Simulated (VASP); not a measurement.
# Re: single point with r2SCAN

Crystal: Re.

```
Re
1.0
     1.94607   -1.94298    0.00000
     1.94607    1.94298    0.00000
     0.00000    0.00000    7.80156
Re
4
Direct
  0.75000 0.25000 0.12500
  0.75000 0.25000 0.62500
  0.25000 0.75000 0.87500
  0.25000 0.75000 0.37500
```

The cell was built by a generator and needn't be a form met in nature.

```yaml
Program: VASP 6.6.1
Task: single point
Functional: r2SCAN
Potentials_or_basis: VASP PAW PBE potentials, release 64 (Re)
Cutoff: 520 eV
k_mesh: 6 × 6 × 4
Occupations: gaussian, width 0.1 eV
Spin: no spin polarisation
Dipole_correction: no
Further_INCAR_settings: ALGO = Normal; EDIFF = 1e-07; NBANDS = 22
```

```
Pressure               : 0.0 GPa
Band gap on the k mesh : none (metal or under the smearing width)
```

Stress tensor (GPa, compression positive):
```
-0.10  0.00  0.00
 0.00  0.25  0.00
 0.00  0.00 -0.21
```

Levels at points of the mesh, in eV from the Fermi level:
| k point | band 12 | band 13 | band 14 | band 15 | band 16 | band 17 |
| --- | --- | --- | --- | --- | --- | --- |
| (0.00, 0.00, 0.00) | -1.27 | 0.37 | 0.37 | 0.37 | 0.37 | 1.36 |
| (0.50, 0.00, 0.00) | -2.13 | -0.29 | -0.29 | 0.12 | 0.12 | 1.05 |
| (0.50, 0.50, 0.00) | 0.28 | 2.85 | 2.88 | 3.97 | 3.97 | 4.65 |
| (0.00, 0.00, 0.50) | -1.37 | 0.32 | 0.32 | 0.33 | 0.33 | 1.76 |
| (0.50, 0.00, 0.50) | -1.61 | -1.52 | -1.52 | -1.52 | -1.52 | 2.77 |
| (0.50, 0.50, 0.50) | -0.24 | 2.25 | 2.25 | 2.26 | 2.26 | 4.72 |

It took 110 s on 1 thread of Intel(R) Xeon(R) Platinum 8488C (Sapphire Rapids) (shared host), peak memory 0.19 GiB.

Caveat: the k mesh is coarse (spacing up to 0.38 Å⁻¹), so the values aren't converged; the PAW data sets were made with another functional, which shifts forces and pressure a little. Spin-orbit coupling is left out, which matters for the levels of Re.
